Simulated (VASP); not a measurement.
Cl2, 2 atoms in the cell. The cell holds a molecule in a box, 2 atoms: a = 10.000 Å, b = 10.500 Å, c = 11.000 Å, α = 90.00°, β = 90.00°, γ = 90.00°. 

| Item | Value |
| --- | --- |
| Program | VASP 6.6.1 |
| Task | relaxation of the atoms |
| Functional | PBE |
| Dispersion | D3(BJ) |
| Potentials or basis | VASP PAW PBE potentials, release 64 (Cl) |
| Cutoff | 520 eV |
| k mesh | 1 × 1 × 1 |
| Occupations | gaussian, width 0.02 eV |
| Spin | no spin polarisation |
| Further INCAR settings | ALGO = Normal; EDIFF = 1e-07; ISYM = 0; IBRION = 2; EDIFFG = -0.005; NSW = 90 |

Potentials or basis: VASP PAW PBE potentials, release 64 (Cl).

Launch:

```bash
$ cat potpaw_PBE.64/Cl/POTCAR > POTCAR
$ mpirun -np 1 vasp_std > vasp.out
```

Hardware: 1 thread of Intel(R) Xeon(R) 6975P-C (Granite Rapids), on a shared host.

Q: How long does it take, and how much memory?

A: Wall time 110 s on 1 thread of Intel(R) Xeon(R) 6975P-C (Granite Rapids), on a shared host, peak memory 1 GiB. Counts: scf iterations 41, k points 1, ion steps 3.
